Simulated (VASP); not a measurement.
Input of a VASP 6.6.1 run:

Contents of POSCAR:

```
SiC
1.0
    0.0000000000      2.0761700000      2.1740000000
    2.1740000000      0.0000000000      2.1740000000
    2.1740000000      2.0761700000      0.0000000000
Si C
1 1
Direct
    0.0000000000      0.0000000000      0.0000000000
    0.7500000000      0.7500000000      0.7500000000
```

File INCAR.step1:

```
PREC = Accurate
ENCUT = 520
ISMEAR = 0
SIGMA = 0.05
LREAL = False
LASPH = True
NELM = 100
NBANDS = 11
GGA = PE
ALGO = Normal
EDIFF = 1E-4
LWAVE = True
LCHARG = False
```

Contents of INCAR.step2:

```
PREC = Accurate
ENCUT = 520
EDIFF = 1E-6
ISMEAR = 0
SIGMA = 0.05
LREAL = False
LASPH = True
NELM = 100
ALGO = Normal
ISIF = 2
LWAVE = False
LCHARG = True
METAGGA = R2SCAN
LMIXTAU = True
LELF = True
LVHAR = True
NBANDS = 11
ISTART = 1
```

The input KPOINTS:

```
regular mesh
0
Gamma
  12 12 12
```

Potentials or basis: VASP PAW PBE potentials, release 64 (Si, C).

Launch:

```sh
$ cat potpaw_PBE.64/Si/POTCAR potpaw_PBE.64/C/POTCAR > POTCAR
$ cp INCAR.step1 INCAR
$ mpirun -np 1 vasp_std > vasp.out
$ cp INCAR.step2 INCAR
$ mpirun -np 1 vasp_std > vasp.out
```

(1) Predict the band gap on the k mesh.

(2) Estimate the pressure.

Results:

(1) 1.20 eV, indirect (least direct gap 5.07 eV).

(2) 12.6 GPa.

Caveat: the PAW data sets were made with another functional, which shifts forces and pressure a little.
